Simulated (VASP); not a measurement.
# Be16H (a cell with a defect) in VASP: notebook

One crystal, Be16H (a cell with a defect), is run at these levels: PBE; tasks: single point, relaxation of the atoms.

Program: VASP 6.6.1. These are calculated values, not measurements. Logs are shortened: lines on timing, memory, paths and dates and some standing lists are left out, and cuts for length are marked.

### 1 The structure

The cell holds a defect, 17 atoms: a = 4.580 Å, b = 3.966 Å, c = 7.177 Å, α = 90.00°, β = 90.00°, γ = 90.00°.

The cell was built by a generator and needn't be a form met in nature.

### 2 Single point, PBE

INCAR reads:

```
  PREC = Accurate
  ENCUT = 520
  EDIFF = 1E-6
  ISMEAR = -1
  SIGMA = 0.05
  LREAL = Auto
  LASPH = True
  NELM = 100
  ALGO = Normal
  ISIF = 2
  LWAVE = False
  LCHARG = False
  GGA = PE
  NBANDS = 30
```

KPOINTS reads:

```
Automatic mesh
0
Gamma
  4 4 3
```

POSCAR reads:

```
Be16H
1.0
   -2.2900000000     -3.9663960000      0.0000000000
    3.4350000000     -1.9831980000      0.0000000000
    0.0000000000      0.0000000000      7.1768600000
Be H
16 1
Direct
    0.7501730754      0.5110420212     -0.0060137720
    0.4867321433      0.3373125497      0.2541767570
    0.7501750483      0.5013370773      0.5050021876
    0.4997780926      0.3339364868      0.7502138818
    0.4943822608     -0.0060557854     -0.0059116382
    0.2502093717      0.8285716044      0.2490548792
    0.4983290422     -0.0020947579      0.5026558969
    0.2501657050      0.8273171658      0.7463230438
    0.2501846903      0.4972072608     -0.0020722154
    0.0136922441      0.3374489778      0.2541983542
    0.2501931625      0.4980792845      0.5010349930
    0.0005690292      0.3339353936      0.7502194553
    0.0059432692     -0.0060459719     -0.0058970079
    0.7501430430      0.8221396123      0.2531308957
    0.0020101146     -0.0021000982      0.5026561755
    0.7501731801      0.8371565014      0.7475333224
    0.7503160318      0.1739047199      0.1872912388
```

Potentials or basis: VASP PAW PBE potentials, release 64 (Be, H).

Started as:

```console
> cat potpaw_PBE.64/Be/POTCAR potpaw_PBE.64/H/POTCAR > POTCAR
> mpirun -np 1 vasp_std > vasp.out
```

OUTCAR:

```text
PREC = Accurate
   ENCUT = 520
   EDIFF = 1E-6
   ISMEAR = -1
   LREAL = Auto
   LASPH = True
   NELM = 100
   ISIF = 2
   GGA = PE

 ion  position               nearest neighbor table
   1  0.750  0.511  0.994-  16 2.19  12 2.21   4 2.21  14 2.23  13 2.25   5 2.25   9 2.29   9 2.29
                             2 2.33  10 2.33  13 2.36   5 2.36
   2  0.487  0.337  0.254-  17 1.45  10 2.17  11 2.17   9 2.23   6 2.23   7 2.24   3 2.26  14 2.27
                             6 2.29   5 2.31   1 2.33  14 2.37
   3  0.750  0.501  0.505-  16 2.19   4 2.20  12 2.20  14 2.21  10 2.26   2 2.26  15 2.28   7 2.28
                            11 2.29  11 2.29  15 2.31   7 2.31
   4  0.500  0.334  0.750-   3 2.20   1 2.21   5 2.21   9 2.21  11 2.22   7 2.22   8 2.27  16 2.28
                            12 2.29  12 2.29  16 2.30   8 2.31
   5  0.494  0.994  0.994-   8 2.20   4 2.21  16 2.21  13 2.24   6 2.24   1 2.25   9 2.27   9 2.29
                            14 2.30   2 2.31  13 2.34   1 2.36
   6  0.250  0.829  0.249-  10 2.23   2 2.23   9 2.23  11 2.23   5 2.24  13 2.24   7 2.25  15 2.25
                            14 2.29   2 2.29  14 2.29  10 2.29
   7  0.498  0.998  0.503-   8 2.19  16 2.20   4 2.22   2 2.24  14 2.24   6 2.25  15 2.27   3 2.28
                            11 2.29  11 2.29   3 2.31  15 2.31
   8  0.250  0.827  0.746-  11 2.19  15 2.19   7 2.19   5 2.20  13 2.20   9 2.23  12 2.27   4 2.27
                            16 2.29  16 2.29  12 2.31   4 2.31
   9  0.250  0.497  0.998-   4 2.21  12 2.21  10 2.23   2 2.23   8 2.23   6 2.23   5 2.27  13 2.27
                             5 2.29  13 2.29   1 2.29   1 2.29
  10  0.014  0.337  0.254-  17 1.45   2 2.17  11 2.17   9 2.23   6 2.23  15 2.24   3 2.26  14 2.27
                             6 2.29  13 2.31   1 2.33  14 2.37
  11  0.250  0.498  0.501-  10 2.17   2 2.17   8 2.19   4 2.22  12 2.22   6 2.23   7 2.29  15 2.29
                             7 2.29  15 2.29   3 2.29   3 2.29
  12  0.001  0.334  0.750-   3 2.20   1 2.21  13 2.21   9 2.21  11 2.22  15 2.22   8 2.27  16 2.28
                             4 2.29   4 2.29  16 2.30   8 2.31
  13  0.006  0.994  0.994-   8 2.20  12 2.21  16 2.21   5 2.24   6 2.24   1 2.25   9 2.27   9 2.29
                            14 2.30  10 2.31   5 2.34   1 2.36
  14  0.750  0.822  0.253-  17 1.47   3 2.21   1 2.23   7 2.24  15 2.24  10 2.27   2 2.27   6 2.29
                             6 2.29   5 2.30  13 2.30   2 2.37  10 2.37
  15  0.002  0.998  0.503-   8 2.19  16 2.20  12 2.22  10 2.24  14 2.24   6 2.25   7 2.27   3 2.28
                            11 2.29  11 2.29   3 2.31   7 2.31
  16  0.750  0.837  0.748-   1 2.19   3 2.19  15 2.20   7 2.20   5 2.21  13 2.21  12 2.28   4 2.28
                             8 2.29   8 2.29   4 2.30  12 2.30
  17  0.750  0.174  0.187-  10 1.45   2 1.45  14 1.47

  LATTYP: Found a simple orthorhombic cell.
 ALAT       =     3.9663962620
 B/A-ratio  =     1.1547004875
 C/A-ratio  =     1.8094157835

  Lattice vectors:

 A1 = (  -3.4350000000,   1.9831980000,   0.0000000000)
 A2 = (  -2.2900000000,  -3.9663960000,   0.0000000000)
[... 174 lines left out ...]
   EFERMI_NEDOS =   21; number of points for ismear=-14 and -15
   IALGO  =     38    algorithm
   IMIX   =      4    mixing-type and parameters
     AMIX     =   0.40;   BMIX     =  1.00
     AMIX_MAG =   1.60;   BMIX_MAG =  1.00
  volume/ion in A,a.u.               =       7.67        51.75
  Fermi-wavevector in a.u.,A,eV,Ry     =   1.035573  1.956950 14.591049  1.072412
  Thomas-Fermi vector in A             =   2.169923
   LORBIT       =      0    0 simple, 1 ext, 2 COOP (PROOUT), +10 PAW based schemes
   GGA     = PE    functional components
   LHFCALC =     F    Hartree Fock is set to
   AEXX    =    0.0000 exact exchange contribution
   IVDW    =     0    specifies the selected vdW correction
   LEPSILON=     F    determine dielectric tensor
   LRPA    =     F    only Hartree local field effects (RPA)
 non-spin polarized calculation
  energy-cutoff  :      520.00
  volume of cell :      130.38
 maximum number of plane-waves:      3529
 NGX is ok and might be reduce to    36
   NGX = 17   NGY = 15   NGZ = 27

 number of electron      33.0000001 magnetization

 Free energy of the ion-electron system (eV)
  ---------------------------------------------------
  ext. energy  EPLUGINS =         0.00000000
  ---------------------------------------------------
  free energy    TOTEN  =       -61.52044142 eV

  energy without entropy =      -61.50223290  energy(sigma->0) =      -61.51133716

 E-fermi :   7.4488     XC(G=0): -10.5822

 val. band max:        7.3033554688   @ k =   0.5000   0.0000   0.3333
 cond. band min:       7.4595833143   @ k =   0.5000   0.5000   0.0000
 fundamental gap:      0.1562278455
 Fermi energy:         7.4487915453

 k-point     1 :       0.0000    0.0000    0.0000
  band No.  band energies     occupation
      1      -5.0715      2.00000
      2      -2.9666      2.00000
      3      -2.1869      2.00000
      4      -0.2472      2.00000
      5       0.9679      2.00000
      6       1.5330      2.00000
[... 733 lines left out ...]
     27      13.1996      0.00000
     28      13.4133      0.00000

 [... further k-points ...]

 [bands above 28 left out]

------------------------ aborting loop because EDIFF is reached ----------------------------------------

  FORCE on cell =-STRESS in cart. coord.  units (eV):
  Direction    XX          YY          ZZ          XY          YZ          ZX
  --------------------------------------------------------------------------------------
  -------------------------------------------------------------------------------------
  Total        0.2737849     -0.2116407      2.1250447     -0.4234990      0.0070982     -0.0139636
  in kB        3.3645273     -2.6008408     26.1145544     -5.2043556      0.0872292     -0.1715981
  external PRESSURE =       8.9594136 kB  Pullay stress =       0.0000000 kB

 VOLUME and BASIS-vectors are now :
 -----------------------------------------------------------------------------
  energy-cutoff  :      520.00
  volume of cell :      130.38
      direct lattice vectors                 reciprocal lattice vectors
    -2.290000000 -3.966396000  0.000000000    -0.109170306 -0.189088533  0.000000000
     3.435000000 -1.983198000  0.000000000     0.218340611 -0.126059022  0.000000000
     0.000000000  0.000000000  7.176860000     0.000000000  0.000000000  0.139336702

 POSITION                                       TOTAL-FORCE (eV/Angst)
 -----------------------------------------------------------------------------------
      0.03753     -3.98898      7.13370         0.025055     -0.014399      0.057560
      0.04405     -2.59953      1.82419        -0.021654     -0.010509      0.112173
      0.00419     -3.96974      3.62433        -0.024644      0.014045      0.023113
      0.00258     -2.64458      5.38418        -0.005909      0.005821      0.054292
      2.28206     -3.93210      7.13443        -0.008713      0.038516      0.025275
      2.27316     -2.63565      1.78743        -0.015492      0.008999      0.030617
[... 9 lines left out ...]
      1.15774     -4.63573      5.36494         0.009347     -0.005508      0.015233
     -1.12086     -3.32094      1.34416         0.051929     -0.028724     -0.710757
 -----------------------------------------------------------------------------------
    total drift:                               -0.000316      0.000048     -0.000345

  FREE ENERGIE OF THE ION-ELECTRON SYSTEM (eV)
  ---------------------------------------------------
  free  energy   TOTEN  =       -61.5204414188 eV

  energy  without entropy=      -61.5022328967  energy(sigma->0) =      -61.51133716
```

stdout:

```text
POSCAR found type information on POSCAR BeH
 POSCAR found :  2 types and      17 ions
 scaLAPACK will be used
 LDA part: xc-table for (Slater+PW92), standard interpolation
 POSCAR, INCAR and KPOINTS ok, starting setup
 FFT: planning ... GRIDC
 FFT: planning ... GRID_SOFT
 FFT: planning ... GRID
 WAVECAR not read
 entering main loop
```

Wall time 60 s (1 thread of Intel Xeon 6975P-C (Granite Rapids), shared host); peak memory 0.25 GiB.

What came out:

```yaml
Free_energy: -61.5204 eV
Pressure: 0.9 GPa
Largest_force: 0.713 eV/Å
Band_gap_on_the_k_mesh: none (metal or under the smearing width)
```

Forces in eV/Å, atoms in the order of the input:
```
Be   0.025 -0.014  0.058
Be  -0.022 -0.011  0.112
Be  -0.025  0.014  0.023
Be  -0.006  0.006  0.054
Be  -0.009  0.039  0.025
Be  -0.015  0.009  0.031
Be   0.003 -0.009  0.011
Be  -0.013  0.008  0.010
Be  -0.007  0.004  0.041
Be  -0.002  0.025  0.112
Be  -0.001  0.001  0.043
Be  -0.008  0.002  0.054
Be  -0.038 -0.012  0.025
Be   0.048 -0.028  0.085
Be   0.010  0.002  0.011
Be   0.009 -0.006  0.015
H    0.052 -0.029 -0.711
```

Caveat: the k mesh is coarse (spacing up to 0.40 Å⁻¹), so the values aren't converged.

(Continued in part 2 of 2.)
